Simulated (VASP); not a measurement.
# InAs (F-43m) in VASP: a series of runs

Runs on InAs. Level: r2SCAN. Tasks: single point, relaxation of volume and atoms at fixed shape.

All numbers are computed with VASP 6.6.1; they aren't measurements. Logs are shortened: lines on timing, memory, paths and dates and some standing lists are left out, and cuts for length are marked.

**Measured values to compare with.**

A printed reference work, data compilation reports, for a bulk crystal of InAs at 4.2 K: band gap 0.418 eV (direct).

The runs below are set against these values where they give the same quantity.

## 1. The cell of the first run

The structure is cubic, space group F-43m (No. 216). Conventional cell: a = 6.108 Å, b = 6.108 Å, c = 6.108 Å, α = 90.00°, β = 90.00°, γ = 90.00°. Within 3.5 Å of In (site symmetry -43m) lie 4 As at 2.64 Å. As (site symmetry -43m) has 4 In at 2.64 Å within 3.5 Å.

## 2. Single point, r2SCAN

Contents of POSCAR:

```
InAs
1.0
    0.0000000000      3.0540581039      3.0540581039
    3.0540581039      0.0000000000      3.0540581039
    3.0540581039      3.0540581039      0.0000000000
In As
1 1
Direct
    0.0000000000      0.0000000000      0.0000000000
    0.2500000000      0.2500000000      0.2500000000
```

Contents of INCAR.step1:

```
SYSTEM = InAs
  ALGO = Normal
  EDIFF = 1E-4
  ENCUT = 520
  GGA = PE
  ISMEAR = 0
  LASPH = .TRUE.
  LCHARG = .FALSE.
  LREAL = .FALSE.
  LWAVE = .TRUE.
  NBANDS = 16
  NELM = 80
  PREC = Accurate
  SIGMA = 0.01
```

Contents of INCAR.step2:

```
SYSTEM = InAs
  ALGO = Normal
  EDIFF = 1E-7
  ENCUT = 520
  ISIF = 2
  ISMEAR = 0
  ISTART = 1
  LASPH = .TRUE.
  LCHARG = .FALSE.
  LMIXTAU = .TRUE.
  LREAL = .FALSE.
  LWAVE = .FALSE.
  METAGGA = R2SCAN
  NBANDS = 16
  NELM = 80
  PREC = Accurate
  SIGMA = 0.01
```

Contents of KPOINTS:

```
k-points
0
G
  5 5 5
  0 0 0
```

Potentials or basis: VASP PAW PBE potentials, release 64 (In_d, As).

Run with:

```sh
> cat potpaw_PBE.64/In_d/POTCAR potpaw_PBE.64/As/POTCAR > POTCAR
> cp INCAR.step1 INCAR
> mpirun -np 1 vasp_std > vasp.out
> cp INCAR.step2 INCAR
> mpirun -np 1 vasp_std > vasp.out
```

OUTCAR:

```text
SYSTEM = InAs
   EDIFF = 1E-7
   ENCUT = 520
   ISIF = 2
   ISMEAR = 0
   ISTART = 1
   LASPH = .TRUE.
   LREAL = .FALSE.
   METAGGA = R2SCAN
   NELM = 80
   PREC = Accurate

 ion  position               nearest neighbor table
   1  0.000  0.000  0.000-   2 2.64   2 2.64   2 2.64   2 2.64
   2  0.250  0.250  0.250-   1 2.64   1 2.64   1 2.64   1 2.64

  LATTYP: Found a face centered cubic cell.
 ALAT       =     6.1081162078

  Lattice vectors:

 A1 = (   0.0000000000,   3.0540581039,   3.0540581039)
 A2 = (   3.0540581039,   0.0000000000,   3.0540581039)
 A3 = (   3.0540581039,   3.0540581039,   0.0000000000)

Analysis of symmetry for initial positions (statically):
=====================================================================
 Subroutine PRICEL returns:
 Original cell was already a primitive cell.

 Routine SETGRP: Setting up the symmetry group for a
 face centered cubic supercell.

 Subroutine GETGRP returns: Found 24 space group operations
 (whereof 24 operations were pure point group operations)
 out of a pool of 48 trial point group operations.

The static configuration has the point symmetry T_d .

Analysis of symmetry for dynamics (positions and initial velocities):
=====================================================================
 Subroutine PRICEL returns:
 Original cell was already a primitive cell.

 Routine SETGRP: Setting up the symmetry group for a
 face centered cubic supercell.

 Subroutine GETGRP returns: Found 24 space group operations
 (whereof 24 operations were pure point group operations)
 out of a pool of 48 trial point group operations.

The dynamic configuration has the point symmetry T_d .

 Subroutine INISYM returns: Found 24 space group operations
 (whereof 24 operations are pure point group operations),
 and found     1 'primitive' translations

----------------------------------------------------------------------------------------

                                     Primitive cell

  volume of cell :      56.9721

  direct lattice vectors                    reciprocal lattice vectors
     0.000000000  3.054058104  3.054058104    -0.163716597  0.163716597  0.163716597
     3.054058104  0.000000000  3.054058104     0.163716597 -0.163716597  0.163716597
     3.054058104  3.054058104  0.000000000     0.163716597  0.163716597 -0.163716597

  length of vectors
     4.319090391  4.319090391  4.319090391     0.283565464  0.283565464  0.283565464

  position of ions in fractional coordinates (direct lattice)
     0.000000000  0.000000000  0.000000000
     0.250000000  0.250000000  0.250000000

  ion indices of the primitive-cell ions
   primitive index   ion index
                 1           1
                 2           2

----------------------------------------------------------------------------------------

 KPOINTS: k-points

Automatic generation of k-mesh.
 Grid dimensions read from file:
 generate k-points for:    5    5    5

 Generating k-lattice:

  Cartesian coordinates                     Fractional coordinates (reciprocal lattice)
    -0.032743319  0.032743319  0.032743319     0.200000000  0.000000000  0.000000000
     0.032743319 -0.032743319  0.032743319     0.000000000  0.200000000  0.000000000
     0.032743319  0.032743319 -0.032743319     0.000000000  0.000000000  0.200000000

  Length of vectors
     0.056713093  0.056713093  0.056713093

  Shift w.r.t. Gamma in fractional coordinates (k-lattice)
     0.000000000  0.000000000  0.000000000

 Subroutine IBZKPT returns following result:
 ===========================================

 Found     10 irreducible k-points:

 Following reciprocal coordinates:
            Coordinates               Weight
  0.000000  0.000000  0.000000      1.000000
  0.200000  0.000000  0.000000      8.000000
  0.400000  0.000000  0.000000      8.000000
  0.200000  0.200000  0.000000      6.000000
  0.400000  0.200000  0.000000     24.000000
 -0.400000  0.200000  0.000000     24.000000
 -0.200000  0.200000  0.000000     12.000000
  0.400000  0.400000  0.000000      6.000000
 -0.400000  0.400000  0.000000     12.000000
 -0.400000  0.400000  0.200000     24.000000
   k-points           NKPTS =     10   k-points in BZ     NKDIM =     10   number of bands    NBANDS=     16
   number of dos      NEDOS =    301   number of ions     NIONS =      2
   total plane-waves  NPLWV =  32768
   dimension x,y,z NGX =    32 NGY =   32 NGZ =   32
   dimension x,y,z NGXF=    64 NGYF=   64 NGZF=   64
   ions per type =               1   1
   NGX,Y,Z   is equivalent  to a cutoff of  12.32, 12.32, 12.32 a.u.
   NGXF,Y,Z  is equivalent  to a cutoff of  24.63, 24.63, 24.63 a.u.
 SYSTEM =  InAs
   PREC   = accura    normal or accurate (medium, high low for compatibility)
   ISTART =      1    job   : 0-new  1-cont  2-samecut
   ICHARG =      0    charge: 1-file 2-atom 10-const
   ISPIN  =      1    spin polarized calculation?
   LNONCOLLINEAR =      F non collinear calculations
   LSORBIT =      F    spin-orbit coupling
   LASPH  =      T    aspherical Exc in radial PAW
   ENCUT  =  520.0 eV  38.22 Ry    6.18 a.u.   8.03  8.03  8.03*2*pi/ulx,y,z
   NELM   =     80;   NELMIN=  2; NELMDL=  0     # of ELM steps
   EDIFF  = 0.1E-06   stopping-criterion for ELM
   LREAL  =      F    real-space projection
   EDIFFG = 0.1E-05   stopping-criterion for IOM
   NSW    =      0    number of steps for IOM
   IBRION =     -1    ionic relax: 0-MD 1-quasi-New 2-CG
   NFREE  =      0    steps in history (QN), initial steepest desc. (CG)
   ISIF   =      2    stress and relaxation
   ISYM   =      2    0-nonsym 1-usesym 2-fastsym
   POTIM  = 0.5000    time-step for ionic-motion
   TEBEG  =    0.0;   TEEND  =   0.0 temperature during run
   PSTRESS=    0.0 pullay stress
   NELECT =      18.0000    total number of electrons
   NUPDOWN=      -1.0000    fix difference up-down
   EMIN   =  10.00;   EMAX   =-10.00  energy-range for DOS
   EFERMI =   0.00;   METHOD = LEGACY
   ISMEAR =     0;   SIGMA  =   0.01  broadening in eV -4-tet -1-fermi 0-gaus
   EFERMI_NEDOS =   21; number of points for ismear=-14 and -15
   IALGO  =     38    algorithm
   IMIX   =      4    mixing-type and parameters
     AMIX     =   0.40;   BMIX     =  1.00
     AMIX_MAG =   1.60;   BMIX_MAG =  1.00
  volume/ion in A,a.u.               =      28.49       192.23
  Fermi-wavevector in a.u.,A,eV,Ry     =   1.115009  2.107061 16.915376  1.243245
  Thomas-Fermi vector in A             =   2.251610
   LORBIT       =      0    0 simple, 1 ext, 2 COOP (PROOUT), +10 PAW based schemes
   METAGGA = R2SCAN    functional components
   LHFCALC =     F    Hartree Fock is set to
   AEXX    =    0.0000 exact exchange contribution
   IVDW    =     0    specifies the selected vdW correction
   LEPSILON=     F    determine dielectric tensor
   LRPA    =     F    only Hartree local field effects (RPA)
 non-spin polarized calculation
 Gauss-broadening in eV      SIGMA  =   0.01
  energy-cutoff  :      520.00
  volume of cell :       56.97
 maximum number of plane-waves:      1549
   NGX = 17   NGY = 17   NGZ = 17

 number of electron      17.9999995 magnetization

 Free energy of the ion-electron system (eV)
  ---------------------------------------------------
  ext. energy  EPLUGINS =         0.00000000
  ---------------------------------------------------
  free energy    TOTEN  =       -38.01844864 eV

  energy without entropy =      -38.01844864  energy(sigma->0) =      -38.01844864

 E-fermi :   4.0283     XC(G=0):  -9.5120

 val. band max:        3.9886323037   @ k =   0.0000   0.0000   0.0000
 cond. band min:       4.0663524946   @ k =   0.0000   0.0000   0.0000
 fundamental gap:      0.0777201909
 Fermi energy:         4.0282790506

 k-point     1 :       0.0000    0.0000    0.0000
  band No.  band energies     occupation
      1     -10.8287      2.00000
      2     -10.8287      2.00000
      3     -10.8287      2.00000
      4     -10.6948      2.00000
      5     -10.6948      2.00000
      6      -8.1131      2.00000
[... 8 lines left out ...]
     15      14.0755      0.00000
     16      14.0755      0.00000

 k-point     2 :       0.2000    0.0000    0.0000
  band No.  band energies     occupation
      1     -10.8729      2.00000
      2     -10.8158      2.00000
      3     -10.8158      2.00000
      4     -10.6945      2.00000
      5     -10.6945      2.00000
      6      -7.7146      2.00000
[... 8 lines left out ...]
     15      12.9396      0.00000
     16      13.0056      0.00000

 k-point     3 :       0.4000    0.0000    0.0000
  band No.  band energies     occupation
      1     -10.9370      2.00000
      2     -10.7991      2.00000
      3     -10.7990      2.00000
      4     -10.6894      2.00000
      5     -10.6894      2.00000
      6      -6.8588      2.00000
[... 8 lines left out ...]
     15      14.2590      0.00000
     16      14.2590      0.00000

 k-point     4 :       0.2000    0.2000    0.0000
  band No.  band energies     occupation
      1     -10.8989      2.00000
      2     -10.8023      2.00000
      3     -10.8022      2.00000
      4     -10.7055      2.00000
      5     -10.6872      2.00000
      6      -7.5830      2.00000
[... 8 lines left out ...]
     15      14.4982      0.00000
     16      14.5231      0.00000

 k-point     5 :       0.4000    0.2000    0.0000
  band No.  band energies     occupation
      1     -10.9498      2.00000
      2     -10.7873      2.00000
      3     -10.7824      2.00000
      4     -10.7081      2.00000
      5     -10.6826      2.00000
      6      -6.8505      2.00000
[... 8 lines left out ...]
     15      15.0253      0.00000
     16      15.2667      0.00000

 k-point     6 :      -0.4000    0.2000    0.0000
  band No.  band energies     occupation
      1     -10.9606      2.00000
      2     -10.7876      2.00000
      3     -10.7816      2.00000
      4     -10.6968      2.00000
      5     -10.6894      2.00000
      6      -6.4577      2.00000
[... 8 lines left out ...]
     15      13.9168      0.00000
     16      15.0377      0.00000

 k-point     7 :      -0.2000    0.2000    0.0000
  band No.  band energies     occupation
      1     -10.9216      2.00000
      2     -10.8007      2.00000
      3     -10.7968      2.00000
      4     -10.6984      2.00000
      5     -10.6904      2.00000
      6      -7.1423      2.00000
[... 8 lines left out ...]
     15      14.2915      0.00000
     16      15.0732      0.00000

 k-point     8 :       0.4000    0.4000    0.0000
  band No.  band energies     occupation
      1     -10.9917      2.00000
      2     -10.7577      2.00000
      3     -10.7577      2.00000
      4     -10.7262      2.00000
      5     -10.6748      2.00000
      6      -6.4141      2.00000
[... 8 lines left out ...]
     15      15.6558      0.00000
     16      17.1185      0.00000

 k-point     9 :      -0.4000    0.4000    0.0000
  band No.  band energies     occupation
      1     -10.9924      2.00000
      2     -10.7646      2.00000
      3     -10.7570      2.00000
      4     -10.7188      2.00000
      5     -10.6793      2.00000
      6      -6.1221      2.00000
[... 8 lines left out ...]
     15      14.8945      0.00000
     16      17.0492      0.00000

 k-point    10 :      -0.4000    0.4000    0.2000
  band No.  band energies     occupation
      1     -10.9769      2.00000
      2     -10.7806      2.00000
      3     -10.7619      2.00000
      4     -10.7098      2.00000
      5     -10.6848      2.00000
      6      -6.2677      2.00000
[... 8 lines left out ...]
     15      14.8972      0.00000
     16      17.1320      0.00000

------------------------ aborting loop because EDIFF is reached ----------------------------------------

  FORCE on cell =-STRESS in cart. coord.  units (eV):
  Direction    XX          YY          ZZ          XY          YZ          ZX
  --------------------------------------------------------------------------------------
  -------------------------------------------------------------------------------------
  Total        0.0026824      0.0026824      0.0026824      0.0000000     -0.0000000     -0.0000000
  in kB        0.0754360      0.0754360      0.0754360      0.0000000     -0.0000000     -0.0000000
  external PRESSURE =       0.0754360 kB  Pullay stress =       0.0000000 kB

 VOLUME and BASIS-vectors are now :
 -----------------------------------------------------------------------------
  energy-cutoff  :      520.00
  volume of cell :       56.97
      direct lattice vectors                 reciprocal lattice vectors
     0.000000000  3.054058104  3.054058104    -0.163716597  0.163716597  0.163716597
     3.054058104  0.000000000  3.054058104     0.163716597 -0.163716597  0.163716597
     3.054058104  3.054058104  0.000000000     0.163716597  0.163716597 -0.163716597

 POSITION                                       TOTAL-FORCE (eV/Angst)
 -----------------------------------------------------------------------------------
      0.00000      0.00000      0.00000         0.000000     -0.000000     -0.000000
      1.52703      1.52703      1.52703        -0.000000      0.000000      0.000000
 -----------------------------------------------------------------------------------
    total drift:                               -0.000002     -0.000002     -0.000002

  FREE ENERGIE OF THE ION-ELECTRON SYSTEM (eV)
  ---------------------------------------------------
  free  energy   TOTEN  =       -38.0184486449 eV

  energy  without entropy=      -38.0184486448  energy(sigma->0) =      -38.01844864
```

Run time: 83 s. Hardware: 1 thread of Intel Xeon 8259CL, shared host; peak memory 0.19 GiB.

What came out:

```
Free energy            : -38.0184 eV
Pressure               : 0.0 GPa
Band gap on the k mesh : 0.08 eV, direct
```

Levels at points of the mesh, in eV from the valence-band top:
| k point | band 7 | band 8 | band 9 | band 10 | band 11 | band 12 |
| --- | --- | --- | --- | --- | --- | --- |
| (0.00, 0.00, 0.00) | 0.00 | 0.00 | 0.00 | 0.08 | 4.25 | 4.25 |

Caveat: the PAW data sets were made with another functional, which shifts forces and pressure a little; spin-orbit coupling is left out, which moves the levels of the heavy elements.

(Part 1 of 2 ends here.)
